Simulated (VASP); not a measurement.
# MnS (R-3m) in VASP: notebook

Runs on MnS. Level: PBE. Tasks: single point.

Everything below comes from runs of VASP 6.6.1. Logs are shortened: lines on timing, memory, paths and dates and some standing lists are left out, and cuts for length are marked.

## 1. The crystal as given

Symmetry: R-3m, No. 166, trigonal system. Conventional cell: a = 3.660 Å, b = 3.660 Å, c = 8.913 Å, α = 90.00°, β = 90.00°, γ = 120.00°. Mn (site symmetry -3m) is surrounded by 6 S at 2.58 Å. Around S (site symmetry -3m) lie 6 Mn at 2.58 Å.

The cell is a database's computed one.

## 2. Single point, PBE, collinear spin, ferromagnetic start

File INCAR:

```
SYSTEM = MnS
ADDGRID = .False.
ALGO = Normal
EDIFF = 1E-6
ENCUT = 900
GGA = PE
ISIF = 2
ISMEAR = 0
ISPIN = 2
LASPH = .True.
LCHARG = .False.
LMAXMIX = 4
LORBIT = 11
LREAL = .False.
LWAVE = .False.
MAGMOM = 4 0
NELM = 100
PREC = Accurate
SIGMA = 0.05
```

File KPOINTS:

```
k-points
0
Gamma
  9 9 9
  0 0 0
```

File POSCAR:

```
MnS
1.0
    1.8299960138      1.0565486912      2.9709202777
   -1.8299960138      1.0565486912      2.9709202777
    0.0000000000     -2.1130973823      2.9709202777
Mn S
1 1
Direct
    0.0000000000      0.0000000000      0.0000000000
    0.5000000000      0.5000000000      0.5000000000
```

Potentials or basis: VASP PAW PBE potentials, release 64 (Mn_pv, S_h).

Run with:

```
$ cat potpaw_PBE.64/Mn_pv/POTCAR potpaw_PBE.64/S_h/POTCAR > POTCAR
$ mpirun -np 1 vasp_std > vasp.out
```

OUTCAR:

```text
SYSTEM = MnS
   EDIFF = 1E-6
   ENCUT = 900
   GGA = PE
   ISIF = 2
   ISMEAR = 0
   ISPIN = 2
   LASPH = .True.
   LORBIT = 11
   LREAL = .False.
   NELM = 100
   PREC = Accurate

 Found     85 irreducible k-points:

 Following reciprocal coordinates:
            Coordinates               Weight
  0.000000  0.000000  0.000000      1.000000
  0.111111 -0.000000 -0.000000      6.000000
  0.222222  0.000000 -0.000000      6.000000
  0.333333 -0.000000 -0.000000      6.000000
  0.444444  0.000000 -0.000000      6.000000
  0.111111  0.111111 -0.000000      6.000000
   k-points           NKPTS =     85   k-points in BZ     NKDIM =     85   number of bands    NBANDS=     15
   number of dos      NEDOS =    301   number of ions     NIONS =      2
   total plane-waves  NPLWV =  46656
   dimension x,y,z NGX =    36 NGY =   36 NGZ =   36
   dimension x,y,z NGXF=    72 NGYF=   72 NGZF=   72
   ions per type =               1   1
   NGX,Y,Z   is equivalent  to a cutoff of  16.42, 16.42, 16.42 a.u.
   NGXF,Y,Z  is equivalent  to a cutoff of  32.83, 32.83, 32.83 a.u.
 SYSTEM =  MnS
   PREC   = accura    normal or accurate (medium, high low for compatibility)
   ISTART =      0    job   : 0-new  1-cont  2-samecut
   ICHARG =      2    charge: 1-file 2-atom 10-const
   ISPIN  =      2    spin polarized calculation?
   LNONCOLLINEAR =      F non collinear calculations
   LSORBIT =      F    spin-orbit coupling
   LASPH  =      T    aspherical Exc in radial PAW
   ENCUT  =  900.0 eV  66.15 Ry    8.13 a.u.   8.92  8.92  8.92*2*pi/ulx,y,z
   NELM   =    100;   NELMIN=  2; NELMDL= -5     # of ELM steps
   EDIFF  = 0.1E-05   stopping-criterion for ELM
   LREAL  =      F    real-space projection
   EDIFFG = 0.1E-04   stopping-criterion for IOM
   NSW    =      0    number of steps for IOM
   IBRION =     -1    ionic relax: 0-MD 1-quasi-New 2-CG
   NFREE  =      0    steps in history (QN), initial steepest desc. (CG)
   ISIF   =      2    stress and relaxation
   ISYM   =      2    0-nonsym 1-usesym 2-fastsym
   POTIM  = 0.5000    time-step for ionic-motion
   TEBEG  =    0.0;   TEEND  =   0.0 temperature during run
   PSTRESS=    0.0 pullay stress
   NELECT =      19.0000    total number of electrons
   NUPDOWN=      -1.0000    fix difference up-down
   EMIN   =  10.00;   EMAX   =-10.00  energy-range for DOS
   EFERMI =   0.00;   METHOD = LEGACY
   ISMEAR =     0;   SIGMA  =   0.05  broadening in eV -4-tet -1-fermi 0-gaus
   EFERMI_NEDOS =   21; number of points for ismear=-14 and -15
   IALGO  =     38    algorithm
   IMIX   =      4    mixing-type and parameters
     AMIX     =   0.40;   BMIX     =  1.00
     AMIX_MAG =   1.60;   BMIX_MAG =  1.00
  volume/ion in A,a.u.               =      17.23       116.29
  Fermi-wavevector in a.u.,A,eV,Ry     =   1.342349  2.536672 24.516344  1.801900
  Thomas-Fermi vector in A             =   2.470510
   LORBIT       =     11    0 simple, 1 ext, 2 COOP (PROOUT), +10 PAW based schemes
   GGA     = PE    functional components
   LHFCALC =     F    Hartree Fock is set to
   AEXX    =    0.0000 exact exchange contribution
   IVDW    =     0    specifies the selected vdW correction
   LEPSILON=     F    determine dielectric tensor
   LRPA    =     F    only Hartree local field effects (RPA)
 spin polarized calculation
[... 34 lines left out ...]
      7       3.8836      1.00000
      8       3.9757      1.00000
      9       3.9757      1.00000
     10       5.3449      1.00000
     11       5.3449      1.00000
     12       5.3937      1.00000
     13       9.1612      0.00000
     14      15.8316      0.00000
[... 77 lines left out ...]
      2     -43.4043      1.00000
      3     -43.4042      1.00000
      4      -7.3189      1.00000
      5       3.1312      1.00000
      6       3.7439      1.00000
      7       3.7570      1.00000
      8       3.8091      1.00000
      9       4.0060      1.00000
     10       5.4012      1.00000
     11       5.4292      1.00000
     12       5.5475      1.00000
     13      10.2729      0.00000
     14      14.8862      0.00000
     15      15.7431      0.00000

 [... further k-points ...]

 spin component 2

 k-point     1 :       0.0000    0.0000    0.0000
  band No.  band energies     occupation
      1     -38.9175      1.00000
      2     -38.9170      1.00000
      3     -38.9170      1.00000
      4      -7.1932      1.00000
      5       5.5582      1.00000
      6       5.5582      1.00000
      7       5.6068      1.00000
      8       7.5025      0.00000
      9       7.5025      0.00000
     10       7.5295      0.00000
     11       7.5679      0.00000
     12       7.5679      0.00000
     13      10.1834      0.00000
     14      16.8604      0.00000
[... 77 lines left out ...]
      2     -38.9178      1.00000
      3     -38.9176      1.00000
      4      -7.0301      1.00000
      5       4.4131      1.00000
      6       5.1904      1.00000
      7       5.2256      1.00000
      8       7.3630      0.00499
      9       7.6180      0.00000
     10       7.9299      0.00000
     11       7.9445      0.00000
     12       8.1881      0.00000
     13      11.2360      0.00000
     14      15.8931      0.00000
     15      16.6920      0.00000

 [... further k-points ...]

------------------------ aborting loop because EDIFF is reached ----------------------------------------

  FORCE on cell =-STRESS in cart. coord.  units (eV):
  Direction    XX          YY          ZZ          XY          YZ          ZX
  --------------------------------------------------------------------------------------
  -------------------------------------------------------------------------------------
  Total       -0.3481709     -0.3481709     -0.2496239      0.0000000     -0.0000000      0.0000000
  in kB      -16.1853156    -16.1853156    -11.6041914      0.0000000     -0.0000000      0.0000000
  external PRESSURE =     -14.6582742 kB  Pullay stress =       0.0000000 kB

 VOLUME and BASIS-vectors are now :
 -----------------------------------------------------------------------------
  energy-cutoff  :      900.00
  volume of cell :       34.47
      direct lattice vectors                 reciprocal lattice vectors
     1.829996014  1.056548691  2.970920278     0.273224639  0.157746319  0.112198680
    -1.829996014  1.056548691  2.970920278    -0.273224639  0.157746319  0.112198680
     0.000000000 -2.113097382  2.970920278     0.000000000 -0.315492638  0.112198680

 POSITION                                       TOTAL-FORCE (eV/Angst)
 -----------------------------------------------------------------------------------
      0.00000      0.00000      0.00000        -0.000000      0.000000     -0.000000
      0.00000      0.00000      4.45638         0.000000     -0.000000      0.000000
 -----------------------------------------------------------------------------------
    total drift:                                0.000000      0.000000      0.000000

  FREE ENERGIE OF THE ION-ELECTRON SYSTEM (eV)
  ---------------------------------------------------
  free  energy   TOTEN  =       -14.0774030099 eV

  energy  without entropy=      -14.0764926106  energy(sigma->0) =      -14.07694781

 total charge

# of ion       s       p       d       tot
------------------------------------------
    1        0.219   6.170   4.940  11.329
    2        0.811   1.293   0.000   2.104
--------------------------------------------------
tot          1.030   7.463   4.940  13.432

 magnetization (x)

# of ion       s       p       d       tot
------------------------------------------
    1        0.052   0.040   4.127   4.219
    2        0.021   0.046   0.000   0.068
--------------------------------------------------
tot          0.073   0.086   4.127   4.287
```

Run time: 2.6 min. Hardware: 1 thread of Intel Xeon Platinum 8488C (Sapphire Rapids), shared host; peak memory 0.35 GiB.

These settings aren't checked as converged: the numbers below hold their error.

Results:

```yaml
Free_energy: -14.0774 eV
Pressure: -1.5 GPa
Band_gap_on_the_k_mesh: none (metal or under the smearing width)
Net_moment: 4.66 μB per cell
Site_moments: Mn +4.22; S +0.07 μB
Valence_electrons_inside_the_program's_atomic_spheres: Mn 11.33; S 2.10
```

Caveat: a cell with one magnetic atom can't hold antiferromagnetic order, which such compounds often take; semilocal functionals often make such compounds metallic where correlation or magnetic order opens a gap, which also shifts bond lengths.

## 3. Single point, PBE, collinear spin, ferromagnetic start

INCAR is that of step 2.

KPOINTS is that of step 2.

File POSCAR:

```
MnS
1.0
    1.8299960138      1.0565486912      2.9709202777
   -1.8299960138      1.0565486912      2.9709202777
    0.0000000000     -2.1130973823      2.9709202777
Mn S
1 1
Direct
   -0.0003430000      0.0039840000     -0.0109630000
    0.4802460000      0.5015880000      0.5288910000
```

Potentials or basis: VASP PAW PBE potentials, release 64 (Mn_pv, S_h).

Run with:

```
$ cat potpaw_PBE.64/Mn_pv/POTCAR potpaw_PBE.64/S_h/POTCAR > POTCAR
$ mpirun -np 1 vasp_std > vasp.out
```

OUTCAR:

```text
SYSTEM = MnS
   EDIFF = 1E-6
   ENCUT = 900
   GGA = PE
   ISIF = 2
   ISMEAR = 0
   ISPIN = 2
   LASPH = .True.
   LORBIT = 11
   LREAL = .False.
   NELM = 100
   PREC = Accurate

 Found    365 irreducible k-points:

 Following reciprocal coordinates:
            Coordinates               Weight
  0.000000  0.000000  0.000000      1.000000
  0.111111 -0.000000 -0.000000      2.000000
 -0.000000  0.111111 -0.000000      2.000000
  0.000000  0.000000  0.111111      2.000000
  0.222222  0.000000 -0.000000      2.000000
  0.000000  0.222222 -0.000000      2.000000
   k-points           NKPTS =    365   k-points in BZ     NKDIM =    365   number of bands    NBANDS=     15
   number of dos      NEDOS =    301   number of ions     NIONS =      2
   total plane-waves  NPLWV =  46656
   dimension x,y,z NGX =    36 NGY =   36 NGZ =   36
   dimension x,y,z NGXF=    72 NGYF=   72 NGZF=   72
   ions per type =               1   1
   NGX,Y,Z   is equivalent  to a cutoff of  16.42, 16.42, 16.42 a.u.
   NGXF,Y,Z  is equivalent  to a cutoff of  32.83, 32.83, 32.83 a.u.
 SYSTEM =  MnS
   PREC   = accura    normal or accurate (medium, high low for compatibility)
[... 284 lines left out ...]
     15      15.8668      0.00000

 [... further k-points ...]

------------------------ aborting loop because EDIFF is reached ----------------------------------------

  FORCE on cell =-STRESS in cart. coord.  units (eV):
  Direction    XX          YY          ZZ          XY          YZ          ZX
  --------------------------------------------------------------------------------------
  -------------------------------------------------------------------------------------
  Total       -0.1932921     -0.2662757     -0.1276010      0.0453419     -0.0249503     -0.0702643
  in kB       -8.9855132    -12.3782794     -5.9317476      2.1077938     -1.1598574     -3.2663556
  external PRESSURE =      -9.0985134 kB  Pullay stress =       0.0000000 kB

 VOLUME and BASIS-vectors are now :
 -----------------------------------------------------------------------------
  energy-cutoff  :      900.00
  volume of cell :       34.47
      direct lattice vectors                 reciprocal lattice vectors
     1.829996014  1.056548691  2.970920278     0.273224639  0.157746319  0.112198680
    -1.829996014  1.056548691  2.970920278    -0.273224639  0.157746319  0.112198680
     0.000000000 -2.113097382  2.970920278     0.000000000 -0.315492638  0.112198680

 POSITION                                       TOTAL-FORCE (eV/Angst)
 -----------------------------------------------------------------------------------
      1.82208     -1.02954      5.92009        -0.100942     -0.316339      0.164036
     -0.03906     -0.08024      4.48824         0.100942      0.316339     -0.164036
 -----------------------------------------------------------------------------------
    total drift:                                0.000028      0.000091     -0.000034

  FREE ENERGIE OF THE ION-ELECTRON SYSTEM (eV)
  ---------------------------------------------------
  free  energy   TOTEN  =       -14.0546917844 eV

  energy  without entropy=      -14.0537026777  energy(sigma->0) =      -14.05419723

 total charge

# of ion       s       p       d       tot
------------------------------------------
    1        0.221   6.173   4.943  11.337
    2        0.811   1.294   0.000   2.105
--------------------------------------------------
tot          1.032   7.467   4.943  13.441

 magnetization (x)

# of ion       s       p       d       tot
------------------------------------------
    1        0.052   0.041   4.120   4.213
    2        0.021   0.047   0.000   0.068
--------------------------------------------------
tot          0.073   0.088   4.120   4.281
```

stdout:

```text
POSCAR found type information on POSCAR MnS
 POSCAR found :  2 types and       2 ions
 scaLAPACK will be used
 LDA part: xc-table for (Slater+PW92), standard interpolation
 POSCAR, INCAR and KPOINTS ok, starting setup
 FFT: planning ... GRIDC
 FFT: planning ... GRID_SOFT
 FFT: planning ... GRID
 WAVECAR not read
 entering main loop
```

Run time: 9.9 min. Hardware: 1 thread of Intel Xeon Platinum 8488C (Sapphire Rapids), shared host; peak memory 0.76 GiB.

These settings aren't checked as converged: the numbers below hold their error.

What came out:

| Property | Result |
| --- | --- |
| Free energy | -14.0547 eV |
| Pressure | -0.9 GPa |
| Largest force | 0.370 eV/Å |
| Band gap on the k mesh | none (metal or under the smearing width) |
| Net moment | 4.66 μB per cell |
| Site moments | Mn +4.21; S +0.07 μB |
| Valence electrons inside the program's atomic spheres | Mn 11.34; S 2.10 |

Caveat: a cell with one magnetic atom can't hold antiferromagnetic order, which such compounds often take; semilocal functionals often make such compounds metallic where correlation or magnetic order opens a gap, which also shifts bond lengths.

## 4. Single point, PBE, collinear spin, ferromagnetic start

Edit INCAR of step 3 so:

```diff
@@ -4,3 +4,3 @@
 EDIFF = 1E-6
-ENCUT = 900
+ENCUT = 700
 GGA = PE
```

File KPOINTS:

```
k-points
0
Gamma
  11 11 11
  0 0 0
```

File POSCAR:

```
MnS
1.0
    1.8299960138      1.0565486912      2.9709202777
   -1.8299960138      1.0565486912      2.9709202777
    0.0000000000     -2.1130973823      2.9709202777
Mn S
1 1
Direct
    0.0000000000      0.0000000000      0.0000000000
    0.5000000000      0.5000000000      0.5000000000
```

Run with:

```
$ cat potpaw_PBE.64/Mn_pv/POTCAR potpaw_PBE.64/S_h/POTCAR > POTCAR
$ mpirun -np 1 vasp_std > vasp.out
```

Wall time 3.1 min (1 thread of Intel Xeon Platinum 8488C (Sapphire Rapids), shared host); peak memory 0.34 GiB.

The run converged, but some of its settings lie outside the range that counts as converged, so its numbers aren't taken as properties of the crystal.

What came out:

- Free energy: -14.0746 eV
- Pressure: -1.8 GPa
- Band gap on the k mesh: none (metal or under the smearing width)
- Net moment: 4.64 μB per cell
- Site moments: Mn +4.21; S +0.07 μB
- Valence electrons inside the program's atomic spheres: Mn 11.33; S 2.10

Caveat: a cell with one magnetic atom can't hold antiferromagnetic order, which such compounds often take; semilocal functionals often make such compounds metallic where correlation or magnetic order opens a gap, which also shifts bond lengths.

## 5. For comparison

An earlier run on the cell as given: functional PBE; potentials or basis VASP PAW PBE potentials, release 64 (Mn_pv, S); cutoff 520 eV; k mesh 9 × 9 × 9; occupations fermi-dirac, width 0.05 eV; collinear spin, ferromagnetic start; starting moments [4.0, 0.0] μB.

- Pressure: -1.6 GPa
- Band gap on the k mesh: none (metal or under the smearing width)
- Net moment: 4.66 μB per cell
- Site moments: Mn +4.22; S +0.10 μB
- Valence electrons inside the program's atomic spheres: Mn 11.33; S 3.73
